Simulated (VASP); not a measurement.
# KCl (Fm-3m) in VASP: single point with HSE06

Aim: the single point of KCl with HSE06.

Everything below comes from runs of VASP 6.6.1. Logs are shortened: lines on timing, memory, paths and dates and some standing lists are left out, and cuts for length are marked.

**Measured values to compare with.**

A printed reference work, monograph reports, for a bulk crystal of KCl: band gap 8.68 eV.

How close the calculation comes is told below.

**1. Starting point**

The structure is cubic, space group Fm-3m (No. 225). The conventional cell has a = 6.255 Å, b = 6.255 Å, c = 6.255 Å, α = 90.00°, β = 90.00°, γ = 90.00°. K (site symmetry m-3m) has 6 Cl at 3.13 Å as nearest neighbours. Cl (site symmetry m-3m) is surrounded by 6 K at 3.13 Å.

**2. Single point, HSE06**

Input file POSCAR:

```
KCl
1.0
    0.0000000000      3.1274400000      3.1274400000
    3.1274400000      0.0000000000      3.1274400000
    3.1274400000      3.1274400000      0.0000000000
K Cl
1 1
Direct
    0.0000000000      0.0000000000      0.0000000000
    0.5000000000      0.5000000000      0.5000000000
```

Input file INCAR.step1:

```
SYSTEM = KCl
ALGO = Normal
EDIFF = 1E-5
ENCUT = 520
GGA = PE
ISIF = 2
ISMEAR = 0
LASPH = .True.
LREAL = .False.
LWAVE = .True.
NELM = 80
PREC = Accurate
SIGMA = 0.02
```

Input file INCAR.step2:

```
SYSTEM = KCl
ALGO = Normal
EDIFF = 1E-7
ENCUT = 520
GGA = PE
HFSCREEN = 0.2
ISIF = 2
ISMEAR = 0
ISTART = 1
LASPH = .True.
LCHARG = .True.
LELF = .True.
LHFCALC = .True.
LREAL = .False.
LVHAR = .True.
LWAVE = .False.
NELM = 80
PREC = Accurate
PRECFOCK = Fast
SIGMA = 0.02
```

Input file KPOINTS:

```
k-points
0
Gamma
  6 6 6
  0 0 0
```

Potentials or basis: VASP PAW PBE potentials, release 64 (K_sv, Cl).

Started as:

```
cat potpaw_PBE.64/K_sv/POTCAR potpaw_PBE.64/Cl/POTCAR > POTCAR
cp INCAR.step1 INCAR
mpirun -np 1 vasp_std > vasp.out
cp INCAR.step2 INCAR
mpirun -np 1 vasp_std > vasp.out
```

OUTCAR:

```text
SYSTEM = KCl
   EDIFF = 1E-7
   ENCUT = 520
   GGA = PE
   HFSCREEN = 0.2
   ISIF = 2
   ISMEAR = 0
   ISTART = 1
   LASPH = .True.
   LHFCALC = .True.
   LREAL = .False.
   NELM = 80
   PREC = Accurate
   PRECFOCK = Fast

 ion  position               nearest neighbor table
   1  0.000  0.000  0.000-   2 3.13   2 3.13   2 3.13   2 3.13   2 3.13   2 3.13
   2  0.500  0.500  0.500-   1 3.13   1 3.13   1 3.13   1 3.13   1 3.13   1 3.13

  LATTYP: Found a face centered cubic cell.
 ALAT       =     6.2548800000

  Lattice vectors:

 A1 = (   0.0000000000,   3.1274400000,   3.1274400000)
 A2 = (   3.1274400000,   0.0000000000,   3.1274400000)
 A3 = (   3.1274400000,   3.1274400000,   0.0000000000)

Analysis of symmetry for initial positions (statically):
=====================================================================
 Subroutine PRICEL returns:
 Original cell was already a primitive cell.

 Routine SETGRP: Setting up the symmetry group for a
 face centered cubic supercell.

 Subroutine GETGRP returns: Found 48 space group operations
 (whereof 48 operations were pure point group operations)
 out of a pool of 48 trial point group operations.

The static configuration has the point symmetry O_h .

Analysis of symmetry for dynamics (positions and initial velocities):
=====================================================================
 Subroutine PRICEL returns:
 Original cell was already a primitive cell.

 Routine SETGRP: Setting up the symmetry group for a
 face centered cubic supercell.

 Subroutine GETGRP returns: Found 48 space group operations
 (whereof 48 operations were pure point group operations)
 out of a pool of 48 trial point group operations.

The dynamic configuration has the point symmetry O_h .

 Subroutine INISYM returns: Found 48 space group operations
 (whereof 48 operations are pure point group operations),
 and found     1 'primitive' translations

----------------------------------------------------------------------------------------

                                     Primitive cell

  volume of cell :      61.1782

  direct lattice vectors                    reciprocal lattice vectors
     0.000000000  3.127440000  3.127440000    -0.159875169  0.159875169  0.159875169
     3.127440000  0.000000000  3.127440000     0.159875169 -0.159875169  0.159875169
     3.127440000  3.127440000  0.000000000     0.159875169  0.159875169 -0.159875169

  length of vectors
     4.422868064  4.422868064  4.422868064     0.276911916  0.276911916  0.276911916

  position of ions in fractional coordinates (direct lattice)
     0.000000000  0.000000000  0.000000000
     0.500000000  0.500000000  0.500000000

  ion indices of the primitive-cell ions
   primitive index   ion index
                 1           1
                 2           2

----------------------------------------------------------------------------------------

 KPOINTS: k-points

Automatic generation of k-mesh.
 Grid dimensions read from file:
 generate k-points for:    6    6    6

 Generating k-lattice:

  Cartesian coordinates                     Fractional coordinates (reciprocal lattice)
    -0.026645862  0.026645862  0.026645862     0.166666667  0.000000000  0.000000000
     0.026645862 -0.026645862  0.026645862     0.000000000  0.166666667  0.000000000
     0.026645862  0.026645862 -0.026645862     0.000000000  0.000000000  0.166666667

  Length of vectors
     0.046151986  0.046151986  0.046151986

  Shift w.r.t. Gamma in fractional coordinates (k-lattice)
     0.000000000  0.000000000  0.000000000

 Subroutine IBZKPT returns following result:
 ===========================================

 Found     16 irreducible k-points:

 Following reciprocal coordinates:
            Coordinates               Weight
  0.000000  0.000000  0.000000      1.000000
  0.166667  0.000000  0.000000      8.000000
  0.333333  0.000000  0.000000      8.000000
  0.500000  0.000000  0.000000      4.000000
  0.166667  0.166667  0.000000      6.000000
  0.333333  0.166667  0.000000     24.000000
[... 8 lines left out ...]
 -0.333333  0.333333  0.166667     24.000000
 -0.333333  0.500000  0.166667     12.000000
   k-points           NKPTS =     16   k-points in BZ     NKDIM =    216   number of bands    NBANDS=     12
   number of dos      NEDOS =    301   number of ions     NIONS =      2
   total plane-waves  NPLWV =  46656
   dimension x,y,z NGX =    36 NGY =   36 NGZ =   36
   dimension x,y,z NGXF=    72 NGYF=   72 NGZF=   72
   ions per type =               1   1
   NGX,Y,Z   is equivalent  to a cutoff of  13.53, 13.53, 13.53 a.u.
   NGXF,Y,Z  is equivalent  to a cutoff of  27.06, 27.06, 27.06 a.u.
 SYSTEM =  KCl
   PREC   = accura    normal or accurate (medium, high low for compatibility)
   ISTART =      1    job   : 0-new  1-cont  2-samecut
   ICHARG =      0    charge: 1-file 2-atom 10-const
   ISPIN  =      1    spin polarized calculation?
   LNONCOLLINEAR =      F non collinear calculations
   LSORBIT =      F    spin-orbit coupling
   LASPH  =      T    aspherical Exc in radial PAW
   ENCUT  =  520.0 eV  38.22 Ry    6.18 a.u.   8.22  8.22  8.22*2*pi/ulx,y,z
   NELM   =     80;   NELMIN=  2; NELMDL=  0     # of ELM steps
   EDIFF  = 0.1E-06   stopping-criterion for ELM
   LREAL  =      F    real-space projection
   EDIFFG = 0.1E-05   stopping-criterion for IOM
   NSW    =      0    number of steps for IOM
   IBRION =     -1    ionic relax: 0-MD 1-quasi-New 2-CG
   NFREE  =      0    steps in history (QN), initial steepest desc. (CG)
   ISIF   =      2    stress and relaxation
   ISYM   =      3    0-nonsym 1-usesym 2-fastsym
   POTIM  = 0.5000    time-step for ionic-motion
   TEBEG  =    0.0;   TEEND  =   0.0 temperature during run
   PSTRESS=    0.0 pullay stress
   NELECT =      16.0000    total number of electrons
   NUPDOWN=      -1.0000    fix difference up-down
   EMIN   =  10.00;   EMAX   =-10.00  energy-range for DOS
   EFERMI =   0.00;   METHOD = LEGACY
   ISMEAR =     0;   SIGMA  =   0.02  broadening in eV -4-tet -1-fermi 0-gaus
   EFERMI_NEDOS =   21; number of points for ismear=-14 and -15
   IALGO  =     38    algorithm
   IMIX   =      1    mixing-type and parameters
     AMIX     =   0.40;   BMIX     =  1.00
     AMIX_MAG =   1.60;   BMIX_MAG =  1.00
  volume/ion in A,a.u.               =      30.59       206.43
  Fermi-wavevector in a.u.,A,eV,Ry     =   1.046926  1.978403 14.912711  1.096053
  Thomas-Fermi vector in A             =   2.181784
   LORBIT       =      0    0 simple, 1 ext, 2 COOP (PROOUT), +10 PAW based schemes
   GGA     = PE    functional components
   LHFCALC =     T    Hartree Fock is set to
   PRECFOCK=fast      Normal, Fast or Accurate (Low or Medium for compatibility)
   ENCUT4O =  -1.0   cutoff for four orbital integrals eV
   NKREDX  =     1    reduce k-point grid by
   NKREDY  =     1    reduce k-point grid by
   NKREDZ  =     1    reduce k-point grid by
   AEXX    =    0.2500 exact exchange contribution
   HFSCREEN=    0.2000 screening length (either q_TF or 0.3 A-1)
   HFSCREENC=   0.2000 screening length for correlation (either q_TF or 0.3 A-1)
   ENCUTFOCK=  -1.0 apply spherical cutoff to Coloumb kernel
   IVDW    =     0    specifies the selected vdW correction
   LEPSILON=     F    determine dielectric tensor
   LRPA    =     F    only Hartree local field effects (RPA)
 non-spin polarized calculation
 Gauss-broadening in eV      SIGMA  =   0.02
  energy-cutoff  :      520.00
  volume of cell :       61.18
 maximum number of plane-waves:      1676
 NGX is ok and might be reduce to    36
  NGX = 20; NGY = 20; NGZ = 20

 number of electron      16.0000002 magnetization

 Free energy of the ion-electron system (eV)
  ---------------------------------------------------
  ext. energy  EPLUGINS =         0.00000000
  ---------------------------------------------------
  free energy    TOTEN  =        -7.87635698 eV

  energy without entropy =       -7.87635698  energy(sigma->0) =       -7.87635698

 E-fermi :  -2.5933     XC(G=0):  -6.3551

 val. band max:       -2.7719288673   @ k =   0.0000   0.0000   0.0000
 cond. band min:       3.8149740073   @ k =   0.0000   0.0000   0.0000
 fundamental gap:      6.5869028745
 Fermi energy:        -2.5933147238

 k-point     1 :       0.0000    0.0000    0.0000
  band No.  band energies     occupation
      1     -31.9899      2.00000
      2     -16.0602      2.00000
      3     -14.0980      2.00000
      4     -14.0980      2.00000
      5     -14.0980      2.00000
      6      -2.7719      2.00000
      7      -2.7719      2.00000
      8      -2.7719      2.00000
      9       3.8150      0.00000
     10       7.1814      0.00000
     11       7.1814      0.00000
     12       7.1814      0.00000

 k-point     2 :       0.1667    0.0000    0.0000
  band No.  band energies     occupation
      1     -31.9869      2.00000
      2     -16.1041      2.00000
      3     -14.0998      2.00000
      4     -14.0998      2.00000
      5     -14.0359      2.00000
      6      -3.1010      2.00000
      7      -2.8640      2.00000
      8      -2.8640      2.00000
      9       4.4722      0.00000
     10       6.9604      0.00000
     11       7.5547      0.00000
     12       7.5547      0.00000

 k-point     3 :       0.3333    0.0000    0.0000
  band No.  band energies     occupation
      1     -31.9808      2.00000
      2     -16.1851      2.00000
      3     -14.1033      2.00000
      4     -14.1033      2.00000
      5     -13.9176      2.00000
      6      -3.6603      2.00000
      7      -3.0395      2.00000
      8      -3.0395      2.00000
      9       5.7162      0.00000
     10       7.0303      0.00000
     11       8.5754      0.00000
     12       8.5754      0.00000

 k-point     4 :       0.5000    0.0000    0.0000
  band No.  band energies     occupation
      1     -31.9777      2.00000
      2     -16.2228      2.00000
      3     -14.1051      2.00000
      4     -14.1051      2.00000
      5     -13.8608      2.00000
      6      -3.9063      2.00000
      7      -3.1234      2.00000
      8      -3.1234      2.00000
      9       6.2090      0.00000
     10       7.4336      0.00000
     11       9.6336      0.00000
     12       9.6336      0.00000

 k-point     5 :       0.1667    0.1667    0.0000
  band No.  band energies     occupation
      1     -31.9859      2.00000
      2     -16.0977      2.00000
      3     -14.1133      2.00000
      4     -14.1133      2.00000
      5     -14.0253      2.00000
      6      -3.2059      2.00000
      7      -2.8475      2.00000
      8      -2.8475      2.00000
      9       4.6186      0.00000
     10       6.4378      0.00000
     11       7.9440      0.00000
     12       7.9440      0.00000
[... 108 lines left out ...]
      1     -31.9742      2.00000
      2     -15.9440      2.00000
      3     -14.2558      2.00000
      4     -14.1601      2.00000
      5     -14.1601      2.00000
      6      -3.4867      2.00000
      7      -3.0174      2.00000
      8      -3.0174      2.00000
      9       5.1345      0.00000
     10       7.1625      0.00000
     11       8.8614      0.00000
     12       9.3164      0.00000

 k-point    14 :       0.5000    0.3333    0.1667
  band No.  band energies     occupation
      1     -31.9770      2.00000
      2     -16.1004      2.00000
      3     -14.1659      2.00000
      4     -14.1350      2.00000
      5     -13.9961      2.00000
      6      -3.5842      2.00000
      7      -3.1139      2.00000
      8      -3.0978      2.00000
      9       6.1919      0.00000
     10       6.5732      0.00000
     11       8.8298      0.00000
     12       9.5927      0.00000

 k-point    15 :      -0.3333    0.3333    0.1667
  band No.  band energies     occupation
      1     -31.9750      2.00000
      2     -16.0854      2.00000
      3     -14.1823      2.00000
      4     -14.1627      2.00000
      5     -13.9883      2.00000
      6      -3.5401      2.00000
      7      -3.2464      2.00000
      8      -3.1569      2.00000
      9       6.6431      0.00000
     10       6.9270      0.00000
     11       8.6253      0.00000
     12       9.0573      0.00000

 k-point    16 :      -0.3333    0.5000    0.1667
  band No.  band energies     occupation
      1     -31.9741      2.00000
      2     -16.0123      2.00000
      3     -14.2316      2.00000
      4     -14.1837      2.00000
      5     -14.0473      2.00000
      6      -3.3923      2.00000
      7      -3.2305      2.00000
      8      -3.1608      2.00000
      9       5.9083      0.00000
     10       7.6937      0.00000
     11       7.9364      0.00000
     12       9.2298      0.00000

------------------------ aborting loop because EDIFF is reached ----------------------------------------

  FORCE on cell =-STRESS in cart. coord.  units (eV):
  Direction    XX          YY          ZZ          XY          YZ          ZX
  --------------------------------------------------------------------------------------
  -------------------------------------------------------------------------------------
  Total        0.3282230      0.3282230      0.3282230      0.0000000     -0.0000000      0.0000000
  in kB        8.5957274      8.5957274      8.5957274      0.0000000     -0.0000000      0.0000000
  external PRESSURE =       8.5957274 kB  Pullay stress =       0.0000000 kB

 VOLUME and BASIS-vectors are now :
 -----------------------------------------------------------------------------
  energy-cutoff  :      520.00
  volume of cell :       61.18
      direct lattice vectors                 reciprocal lattice vectors
     0.000000000  3.127440000  3.127440000    -0.159875169  0.159875169  0.159875169
     3.127440000  0.000000000  3.127440000     0.159875169 -0.159875169  0.159875169
     3.127440000  3.127440000  0.000000000     0.159875169  0.159875169 -0.159875169

 POSITION                                       TOTAL-FORCE (eV/Angst)
 -----------------------------------------------------------------------------------
      0.00000      0.00000      0.00000         0.000000     -0.000000      0.000000
      3.12744      3.12744      3.12744        -0.000000      0.000000     -0.000000
 -----------------------------------------------------------------------------------
    total drift:                               -0.000000     -0.000000     -0.000000

  FREE ENERGIE OF THE ION-ELECTRON SYSTEM (eV)
  ---------------------------------------------------
  free  energy   TOTEN  =        -7.8763569844 eV

  energy  without entropy=       -7.8763569844  energy(sigma->0) =       -7.87635698
```

It took 7.1 min on 1 thread of Intel Xeon 6975P-C (Granite Rapids), shared host; peak memory 0.32 GiB.

What came out:

| Item | Value |
| --- | --- |
| Free energy | -7.8764 eV |
| Pressure | 0.9 GPa |
| Band gap on the k mesh | 6.59 eV, direct |

Levels at points of the mesh, in eV from the valence-band top:
```
           k point  band 4  band 5  band 6  band 7  band 8  band 9  band 10  band 11  band 12
(0.00, 0.00, 0.00)  -11.33  -11.33    0.00    0.00    0.00    6.59     9.95     9.95     9.95
(0.50, 0.00, 0.00)  -11.33  -11.09   -1.13   -0.35   -0.35    8.98    10.21    12.41    12.41
(0.50, 0.50, 0.00)  -11.39  -11.39   -0.71   -0.25   -0.25    7.91     9.93    11.63    12.09
```

Caveat: the PAW data sets were made with another functional, which shifts forces and pressure a little.

**3. How close it comes**

Step 2. Against the measured gap of KCl, 8.68 eV (a printed reference work, monograph), the calculated 6.59 eV is off by -2.09 eV. The value is that of HSE06, without temperature or zero-point motion.
